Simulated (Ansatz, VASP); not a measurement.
# SbS in VASP and in Ansatz

```
CELL_PARAMETERS angstrom
3.50404 0.00000 0.00000
0.00000 3.50404 0.00000
0.00000 0.00000 3.50404
ATOMIC_POSITIONS crystal
Sb 0.50000 0.50000 0.50000
S 0.00000 0.00000 0.00000
```

Alike in both runs: functional PBE; k mesh 4 × 4 × 4; occupations gaussian, width 0.1 eV; no spin polarisation.

Ansatz relaxed the structure, and its values are those at the end. VASP's run is a single point on that final structure, the one shown.

```csv
,VASP,Ansatz
version,VASP 6.6.1,Ansatz 0.2.0
potentials or method,"VASP PAW PBE potentials, release 64 (Sb, S)","scalar-relativistic, plane waves, PAW"
plane-wave cutoff (eV),520,420
valence electrons in the cell,11,21
```

VASP gave:

| Item | Value |
| --- | --- |
| gap on the k mesh at the Fermi level (eV) | none |
| pressure (GPa) | -0.3 |

Question: Estimate Ansatz's values.

Answer: gap on the k mesh at the Fermi level (eV): none; pressure (GPa): 0.0.

A gap of «none» marks a metal or a gap that the smearing closes. The functional is the same, so the differences come from potentials, cutoffs and numerics. The two sets of potentials don't hold the same shells in valence.

Caveats: the k mesh is coarse (spacing up to 0.45 Å⁻¹), so the values aren't converged. The runs have no spin-orbit coupling, so splittings on Sb are missing.
